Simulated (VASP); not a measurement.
# WC (Qusongite) (P-6m2) in VASP: further runs

Aim: see how the results for WC (Qusongite) move with the level of theory and the settings. Levels: LDA, PBE. Tasks: phonons, elastic constants.

Everything below comes from runs of VASP 6.6.1. Logs are shortened: lines on timing, memory, paths and dates and some standing lists are left out, and cuts for length are marked.

**1. The crystal as given**

The structure is hexagonal, space group P-6m2 (No. 187). Conventional cell: a = 2.907 Å, b = 2.907 Å, c = 2.837 Å, α = 90.00°, β = 90.00°, γ = 120.00°. W (site symmetry -6m2) is surrounded by 6 C at 2.20 Å. C (site symmetry -6m2) is surrounded by 6 W at 2.20 Å.

**2. Phonons, LDA**

POSCAR

```
WC
1.0
    2.9065000000      0.0000000000      0.0000000000
   -1.4532500000      2.5171028361      0.0000000000
    0.0000000000      0.0000000000      2.8366000000
W C
1 1
Direct
    0.0000000000      0.0000000000      0.0000000000
    0.6666666667      0.3333333333      0.5000000000
```

INCAR.step1

```
PREC = Accurate
ENCUT = 600
EDIFF = 1E-8
ISMEAR = -1
SIGMA = 0.05
LREAL = False
LASPH = True
NELM = 100
ALGO = Normal
ISIF = 3
LWAVE = False
LCHARG = False
GGA = CA
IBRION = 2
NSW = 40
EDIFFG = -0.002
```

INCAR.step2

```
PREC = Accurate
ENCUT = 600
EDIFF = 1E-8
ISMEAR = -1
SIGMA = 0.05
LREAL = False
LASPH = True
NELM = 100
ALGO = Normal
ISIF = 2
LWAVE = False
LCHARG = False
GGA = CA
IBRION = 8
NSW = 1
```

KPOINTS

```
regular mesh
0
Gamma
  7 7 7
```

Potentials or basis: VASP PAW LDA potentials, release 64 (W_sv, C).

Launch:

```console
> cat potpaw_LDA.64/W_sv/POTCAR potpaw_LDA.64/C/POTCAR > POTCAR
> cp INCAR.step1 INCAR
> mpirun -np 1 vasp_std > vasp.out
> cp CONTCAR POSCAR
> cp INCAR.step2 INCAR
> mpirun -np 1 vasp_std > vasp.out
```

OUTCAR:

```text
PREC = Accurate
   ENCUT = 600
   EDIFF = 1E-8
   ISMEAR = -1
   LREAL = False
   LASPH = True
   NELM = 100
   ISIF = 2
   GGA = CA
   IBRION = 8
   NSW = 1

 ion  position               nearest neighbor table
   1  0.000  0.000  0.000-   2 2.18   2 2.18   2 2.18   2 2.18   2 2.18   2 2.18
   2  0.667  0.333  0.500-   1 2.18   1 2.18   1 2.18   1 2.18   1 2.18   1 2.18

  LATTYP: Found a hexagonal cell.
 ALAT       =     2.8907412983
 C/A-ratio  =     0.9752308027

  Lattice vectors:

 A1 = (   2.8907412983,   0.0000000000,   0.0000000000)
 A2 = (  -1.4453706492,   2.5034554001,   0.0000000000)
 A3 = (   0.0000000000,   0.0000000000,   2.8191399566)

Analysis of symmetry for initial positions (statically):
=====================================================================
 Subroutine PRICEL returns:
 Original cell was already a primitive cell.

 Routine SETGRP: Setting up the symmetry group for a
 hexagonal supercell.

 Subroutine GETGRP returns: Found 12 space group operations
 (whereof 12 operations were pure point group operations)
 out of a pool of 24 trial point group operations.

The static configuration has the point symmetry D_3h.

Analysis of symmetry for dynamics (positions and initial velocities):
=====================================================================
 Subroutine PRICEL returns:
 Original cell was already a primitive cell.

 Routine SETGRP: Setting up the symmetry group for a
 hexagonal supercell.

 Subroutine GETGRP returns: Found 12 space group operations
 (whereof 12 operations were pure point group operations)
 out of a pool of 24 trial point group operations.

The dynamic configuration has the point symmetry D_3h.

 Subroutine INISYM returns: Found 12 space group operations
 (whereof 12 operations are pure point group operations),
 and found     1 'primitive' translations

----------------------------------------------------------------------------------------

                                     Primitive cell

  volume of cell :      20.4017
[... 544 lines left out ...]
 -----------------------------------------------------------------------------
  energy-cutoff  :      600.00
  volume of cell :       20.40
      direct lattice vectors                 reciprocal lattice vectors
     2.890741298  0.000000000  0.000000000     0.345932028  0.199723950  0.000000000
    -1.445370649  2.503455400  0.000000000     0.000000000  0.399447899  0.000000000
     0.000000000  0.000000000  2.819139957     0.000000000  0.000000000  0.354718111

 POSITION                                       TOTAL-FORCE (eV/Angst)
 -----------------------------------------------------------------------------------
      0.00000      0.00000      0.00000         0.000000      0.000000      0.000000
      1.44537      0.83449      1.40957        -0.000000      0.000000      0.000000
 -----------------------------------------------------------------------------------
    total drift:                                0.000000     -0.000000      0.000000

  FREE ENERGIE OF THE ION-ELECTRON SYSTEM (eV)
  ---------------------------------------------------
  free  energy   TOTEN  =       -24.6950656022 eV

  energy  without entropy=      -24.6917584218  energy(sigma->0) =      -24.69341201

[... ionic steps 2 to 3 ...]

--------------------------------------- Ionic step        4  -------------------------------------------

------------------------ aborting loop because EDIFF is reached ----------------------------------------
[... 11 lines left out ...]
[... ionic steps 8 to 8 ...]

--------------------------------------- Ionic step        9  -------------------------------------------

 Free energy of the ion-electron system (eV)
  ---------------------------------------------------
  ---------------------------------------------------
  free energy    TOTEN  =        -0.12128537 eV

  energy without entropy =       -0.12128536

------------------------ aborting loop because EDIFF is reached ----------------------------------------

 INTERNAL STRAIN TENSOR  FOR ION    2  DIRECTION 3   (eV/Angst):
 -----------------------------------------------------------------------------
     0.00883 -0.00000  0.00000
    -0.00000  0.00883  0.00000
     0.00000  0.00000 -0.00876

 INTERNAL STRAIN TENSOR FOR ION    2 for displacements in x,y,z  (eV/Angst):
          X           Y           Z          XY          YZ          ZX
  --------------------------------------------------------------------------------
  x    -0.00000     0.00000     0.00000    -4.65387     0.00000     0.00000
  y    -4.65387     4.65387     0.00000    -0.00000     0.00000     0.00000
  z     0.00000     0.00000     0.00000     0.00000     0.00000     0.00000

 SECOND DERIVATIVES (NOT SYMMETRIZED)
 ------------------------------------
               1X          1Y          1Z          2X          2Y          2Z
  1X   -16.649009    0.000000    0.000000   16.649009    0.000000    0.000000
  1Y     0.000000  -16.649009    0.000000    0.000000   16.649009    0.000000
  1Z     0.000000    0.000000  -14.827642   -0.000000    0.000000   14.827642
  2X    16.649141    0.000000    0.000000  -16.649141    0.000000    0.000000
  2Y     0.000000   16.649141    0.000000    0.000000  -16.649141    0.000000
  2Z     0.000000   -0.000000   14.816518   -0.000000    0.000000  -14.816518

 Eigenvectors and eigenvalues of the dynamical matrix
 ----------------------------------------------------

   1 f  =   18.997617 THz   119.365547 2PiTHz  633.692289 cm-1    78.567795 meV
             X         Y         Z           dx          dy          dz
      0.000000  0.000000  0.000000     0.000000    0.247636    0.000000
      1.445371  0.834485  1.409570     0.000000   -0.968853    0.000000
[... 21 lines left out ...]
   6 f/i=    0.001614 THz     0.010142 2PiTHz    0.053840 cm-1     0.006675 meV
             X         Y         Z           dx          dy          dz
      0.000000  0.000000  0.000000     0.000000   -0.000000    0.968831
      1.445371  0.834485  1.409570    -0.000000    0.000000    0.247724

--------------------------------------------------------------------------------------------------------

 ELASTIC MODULI CONTR FROM IONIC RELAXATION (kBar)
 Direction    XX          YY          ZZ          XY          YZ          ZX
 --------------------------------------------------------------------------------
 XX         -79.2472     79.2472      0.0000     -0.0000      0.0000      0.0000
 YY          79.2472    -79.2472      0.0000      0.0000      0.0000     -0.0000
 ZZ           0.0000      0.0000      0.0000      0.0000      0.0000      0.0000
 XY          -0.0000      0.0000      0.0000    -79.2472      0.0000      0.0000
 YZ           0.0000      0.0000      0.0000      0.0000      0.0000      0.0000
 ZX           0.0000     -0.0000      0.0000      0.0000      0.0000     -0.0000
 --------------------------------------------------------------------------------
```

OSZICAR.step1:

```text
N       E                     dE             d eps       ncg     rms          rms(c)
DAV:   1     0.116030706039E+03    0.11603E+03   -0.10543E+04   832   0.169E+03
DAV:   2    -0.231686610894E+02   -0.13920E+03   -0.13554E+03   952   0.403E+02
DAV:   3    -0.277493443674E+02   -0.45807E+01   -0.44347E+01  1025   0.644E+01
DAV:   4    -0.277976288816E+02   -0.48285E-01   -0.48275E-01   912   0.718E+00
[... 74 lines left out ...]
DAV:   1    -0.246955079819E+02   -0.10899E-04   -0.25096E-04   842   0.221E-01    0.403E-02
DAV:   2    -0.246955006018E+02    0.73801E-05   -0.18899E-05   862   0.552E-02    0.902E-03
DAV:   3    -0.246954990593E+02    0.15424E-05   -0.29531E-06   927   0.156E-02    0.294E-03
DAV:   4    -0.246954988507E+02    0.20861E-06   -0.53148E-07   927   0.855E-03    0.406E-03
DAV:   5    -0.246954988432E+02    0.75515E-08   -0.38333E-08   937   0.223E-03
   9 F= -.24695499E+02 E0= -.24693845E+02  d E =-.771361E-06
```

It took 3.2 min on 1 thread of Intel Xeon Platinum 8375C at 2.90GHz (Ice Lake), shared host; peak memory 0.22 GiB.

What came out:

| Quantity | Value |
| --- | --- |
| Relaxed volume | 10.20 Å³/atom |
| Relaxed cell | a = 2.891 Å, b = 2.891 Å, c = 2.819 Å, α = 90.00°, β = 90.00°, γ = 120.00° |
| Space group after relaxing (to 0.05 Å) | P-6m2 (No. 187) |
| Highest phonon frequency at Γ, LO-TO splitting left out | 634 cm⁻¹ |

The path:
| step | energy change (eV) | largest force (eV/Å) | pressure (GPa) | volume (Å³) |
| --- | --- | --- | --- | --- |
| 1 | 0.0000 | 0.0000 | -7.03 | 20.75 |
| 2 | 0.0632 | 0.0000 | 23.64 | 19.41 |
| 3 | -0.0078 | 0.0000 | -0.18 | 20.41 |
| 4 | -0.0079 | 0.0000 | -0.04 | 20.40 |
| 5 | -0.0079 | 0.0000 | 0.11 | 20.40 |
| 6 | -0.0078 | 0.0000 | -0.30 | 20.41 |
| 7 | -0.0079 | 0.0000 | -0.06 | 20.40 |
| 8 | -0.0079 | 0.0000 | 0.08 | 20.40 |
| 9 | -0.0079 | 0.0000 | 0.00 | 20.40 |

Final structure:
```
W C
1.0
     2.89074    0.00000    0.00000
    -1.44537    2.50346    0.00000
     0.00000    0.00000    2.81914
W C
1 1
Direct
  0.00000 0.00000 0.00000
  0.66667 0.33333 0.50000
```

Phonon frequencies in cm⁻¹ (negative: imaginary):
| q point | frequencies |
| --- | --- |
| (0.000, 0.000, 0.000) | 0 0 0 598 634 634 |

The run has no spin-orbit coupling, so splittings on W are missing.

**3. Elastic constants, LDA**

POSCAR is that of step 2.

INCAR.step1

```
SYSTEM = WC
PREC = Accurate ; ENCUT = 600
EDIFF = 1E-8 ; ISMEAR = -1
SIGMA = 0.05 ; LREAL = .False.
LASPH = .True. ; NELM = 60
ALGO = Normal ; ISIF = 3
LWAVE = .False. ; LCHARG = .False.
GGA = CA ; IBRION = 2
NSW = 40 ; EDIFFG = -0.002
```

INCAR.step2

```
SYSTEM = WC
PREC = Accurate ; ENCUT = 600
EDIFF = 1E-8 ; ISMEAR = -1
SIGMA = 0.05 ; LREAL = .False.
LASPH = .True. ; NELM = 60
ALGO = Normal ; ISIF = 3
LWAVE = .False. ; LCHARG = .False.
GGA = CA ; IBRION = 6
NFREE = 2 ; POTIM = 0.015
NSW = 1
```

KPOINTS

```
regular mesh
0
Gamma
  7 7 7
  0 0 0
```

Potentials or basis: VASP PAW LDA potentials, release 64 (W_sv, C).

Launch:

```console
> cat potpaw_LDA.64/W_sv/POTCAR potpaw_LDA.64/C/POTCAR > POTCAR
> cp INCAR.step1 INCAR
> mpirun -np 1 vasp_std > vasp.out
> cp CONTCAR POSCAR
> cp INCAR.step2 INCAR
> mpirun -np 1 vasp_std > vasp.out
```

Run time: 5.3 min. Hardware: 1 thread of Intel Xeon Platinum 8375C at 2.90GHz (Ice Lake), shared host; peak memory 0.2 GiB.

Results (log left out):

| Item | Value |
| --- | --- |
| Relaxed volume | 10.20 Å³/atom |
| Relaxed cell | a = 2.891 Å, b = 2.891 Å, c = 2.819 Å, α = 90.00°, β = 90.00°, γ = 120.00° |
| Space group after relaxing (to 0.05 Å) | P-6m2 (No. 187) |
| Voigt bulk modulus | 426 GPa |
| Highest phonon frequency at Γ, LO-TO splitting left out | 633 cm⁻¹ |

The path:
```
step  energy change (eV)  largest force (eV/Å)  pressure (GPa)  volume (Å³)
   1              0.0000                0.0000           -7.03        20.75
   2              0.0632                0.0000           23.64        19.41
   3             -0.0078                0.0000           -0.18        20.41
   4             -0.0079                0.0000           -0.04        20.40
   5             -0.0079                0.0000            0.11        20.40
   6             -0.0078                0.0000           -0.30        20.41
   7             -0.0079                0.0000           -0.06        20.40
   8             -0.0079                0.0000            0.08        20.40
   9             -0.0079                0.0000            0.00        20.40
```

Final structure:
```xyz
2
Lattice="2.8907 0.0000 0.0000 -1.4454 2.5035 0.0000 0.0000 0.0000 2.8191" Properties=species:S:1:pos:R:3 pbc="T T T"
W     0.0000    0.0000    0.0000
C     1.4454    0.8345    1.4096
```

Phonon frequencies in cm⁻¹ (negative: imaginary):
```csv
q point,frequencies
"(0.000, 0.000, 0.000)",0 0 0 598 633 633
```

Elastic tensor in Voigt notation (GPa, in the Cartesian axes of the cell as first typed):
```
 736  272  199    0    0    0
 272  736  199    0    0    0
 199  199 1019    0    0    0
   0    0    0  330    0    0
   0    0    0    0  330    0
   0    0    0    0    0  232
```

Clamped-ion elastic tensor (GPa):
```
 746  262  199    0    0    0
 262  746  199    0    0    0
 199  199 1019    0    0    0
   0    0    0  330    0    0
   0    0    0    0  330    0
   0    0    0    0    0  242
```

**4. Phonons, PBE**

POSCAR is that of step 3.

INCAR.step1

```
PREC = Accurate ; ENCUT = 600
EDIFF = 1E-8 ; ISMEAR = -1
SIGMA = 0.05 ; LREAL = F
LASPH = T ; NELM = 100
ALGO = Normal ; ISIF = 3
LWAVE = F ; LCHARG = F
GGA = PE ; IBRION = 2
NSW = 40 ; EDIFFG = -0.002
```

INCAR.step2

```
PREC = Accurate ; ENCUT = 600
EDIFF = 1E-8 ; ISMEAR = -1
SIGMA = 0.05 ; LREAL = F
LASPH = T ; NELM = 100
ALGO = Normal ; ISIF = 2
LWAVE = F ; LCHARG = F
GGA = PE ; IBRION = 8
NSW = 1
```

KPOINTS

```
regular mesh
0
Gamma
  7 7 7
```

Potentials or basis: VASP PAW PBE potentials, release 64 (W_sv, C).

Launch:

```console
> cat potpaw_PBE.64/W_sv/POTCAR potpaw_PBE.64/C/POTCAR > POTCAR
> cp INCAR.step1 INCAR
> mpirun -np 1 vasp_std > vasp.out
> cp CONTCAR POSCAR
> cp INCAR.step2 INCAR
> mpirun -np 1 vasp_std > vasp.out
```

OUTCAR:

```text
PREC = Accurate
   ENCUT = 600
   EDIFF = 1E-8
   ISMEAR = -1
   LREAL = F
   LASPH = T
   NELM = 100
   ISIF = 2
   GGA = PE
   IBRION = 8
   NSW = 1

 ion  position               nearest neighbor table
   1  0.000  0.000  0.000-   2 2.21   2 2.21   2 2.21   2 2.21   2 2.21   2 2.21
   2  0.667  0.333  0.500-   1 2.21   1 2.21   1 2.21   1 2.21   1 2.21   1 2.21

  LATTYP: Found a hexagonal cell.
 ALAT       =     2.9246844577
 C/A-ratio  =     0.9747092881

  Lattice vectors:

[... 651 lines left out ...]
               1X          1Y          1Z          2X          2Y          2Z
  1X   -15.412988    0.000000    0.000000   15.412988    0.000000    0.000000
  1Y    -0.000000  -15.412988    0.000000    0.000000   15.412988    0.000000
  1Z    -0.000000    0.000000  -13.349032    0.000000    0.000000   13.349032
  2X    15.414112   -0.000000    0.000000  -15.414112   -0.000000    0.000000
  2Y     0.000000   15.414112    0.000000    0.000000  -15.414112    0.000000
  2Z     0.000000    0.000000   13.352210    0.000000   -0.000000  -13.352210

 Eigenvectors and eigenvalues of the dynamical matrix
 ----------------------------------------------------

   1 f  =   18.279386 THz   114.852768 2PiTHz  609.734675 cm-1    75.597431 meV
             X         Y         Z           dx          dy          dz
      0.000000  0.000000  0.000000     0.000089    0.247629   -0.000000
      1.462342  0.844284  1.425359    -0.000347   -0.968855    0.000000
[... 21 lines left out ...]
   6 f/i=    0.000486 THz     0.003051 2PiTHz    0.016199 cm-1     0.002008 meV
             X         Y         Z           dx          dy          dz
      0.000000  0.000000  0.000000     0.000000   -0.000000   -0.968860
      1.462342  0.844284  1.425359     0.000000    0.000000   -0.247609

--------------------------------------------------------------------------------------------------------

 ELASTIC MODULI CONTR FROM IONIC RELAXATION (kBar)
 Direction    XX          YY          ZZ          XY          YZ          ZX
 --------------------------------------------------------------------------------
 XX         -43.2434     43.2434      0.0000     -0.0000      0.0000      0.0000
 YY          43.2434    -43.2434      0.0000     -0.0000      0.0000      0.0000
 ZZ           0.0000      0.0000      0.0000      0.0000      0.0000      0.0000
 XY          -0.0000     -0.0000      0.0000    -43.2434      0.0000      0.0000
 YZ           0.0000      0.0000      0.0000      0.0000      0.0000      0.0000
 ZX           0.0000      0.0000      0.0000      0.0000      0.0000      0.0000
 --------------------------------------------------------------------------------
```

It took 3.2 min on 1 thread of Intel Xeon Platinum 8375C at 2.90GHz (Ice Lake), shared host; peak memory 0.23 GiB.

Results:

- Relaxed volume: 10.56 Å³/atom
- Relaxed cell: a = 2.925 Å, b = 2.925 Å, c = 2.851 Å, α = 90.00°, β = 90.00°, γ = 120.00°
- Space group after relaxing (to 0.05 Å): P-6m2 (No. 187)
- Highest phonon frequency at Γ, LO-TO splitting left out: 610 cm⁻¹

Step by step:
| step | energy change (eV) | largest force (eV/Å) | pressure (GPa) | volume (Å³) |
| --- | --- | --- | --- | --- |
| 1 | 0.0000 | 0.0000 | 6.99 | 20.75 |
| 2 | 0.0480 | 0.0000 | -16.65 | 22.14 |
| 3 | -0.0078 | 0.0000 | -0.11 | 21.12 |
| 4 | -0.0078 | 0.0000 | 0.02 | 21.11 |
| 5 | -0.0078 | 0.0000 | 0.02 | 21.12 |
| 6 | -0.0078 | 0.0000 | 0.02 | 21.12 |

Final structure:
```xyz
2
Lattice="2.9247 0.0000 0.0000 -1.4623 2.5329 0.0000 0.0000 0.0000 2.8507" Properties=species:S:1:pos:R:3 pbc="T T T"
W     0.0000    0.0000    2.8507
C     1.4623    0.8443    1.4254
```

Phonon frequencies in cm⁻¹ (negative: imaginary):
```csv
q point,frequencies
"(0.000, 0.000, 0.000)",0 0 0 567 610 610
```
